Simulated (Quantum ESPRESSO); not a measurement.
Runs of Quantum ESPRESSO 7.5 on PbSe (Clausthalite). Symmetry: Fm-3m, No. 225, cubic system. Conventional cell: a = 6.121 Å, b = 6.121 Å, c = 6.121 Å, α = 90.00°, β = 90.00°, γ = 90.00°. Pb (site symmetry m-3m) is surrounded by 6 Se at 3.06 Å. Se (site symmetry m-3m) is surrounded by 6 Pb at 3.06 Å. 

| level | k mesh | SCF threshold | symmetry | form of the LDA correlation | gap on the mesh (eV) | pressure (GPa) |
| --- | --- | --- | --- | --- | --- | --- |
| WC | 8 × 8 × 8 | 4e-10 Ry | - | - | 0.14 | -0.2 |
| SCAN | 6 × 6 × 6 | 1e-08 Ry | off | - | 0.46 | (d) |
| r2SCAN | 6 × 6 × 6 | 1e-08 Ry | off | - | 0.67 | (c) |
| rev-vdW-DF2 | 8 × 8 × 8 | 4e-10 Ry | - | - | 0.23 | 1.4 |
| LDA | 8 × 8 × 8 | 4e-10 Ry | - | PZ81 | (a) | -1.7 |
| AM05 | 8 × 8 × 8 | 4e-10 Ry | - | - | 0.19 | (b) |
| HLE16 | 8 × 8 × 8 | 4e-10 Ry | - | - | 1.28 | -3.3 |
| PBEsol | 8 × 8 × 8 | 4e-10 Ry | - | - | 0.14 | -0.2 |
| RPBE | 8 × 8 × 8 | 4e-10 Ry | - | - | 0.40 | 4.2 |

Alike in all rows: task band structure; potentials or basis SG15 PBE 1.2; no spin polarisation; cell as given; cutoff (eV) 952; smearing fermi-dirac 0.05 eV.

Problem. Estimate the missing entries.

Solution. (a) 0.06; (b) 0.3; (c) 0.6; (d) 0.4.

Caveats: the potentials were made for another functional, which shifts forces and pressure; spin-orbit coupling is left out, which as a rule narrows the gap of such compounds by several tenths of an eV; the potentials were made for a functional far from this one (some runs).

A k mesh can miss the band edges, and the runs leave out spin-orbit coupling on Pb, Se.

Runs at the PBE level aren't shown here.
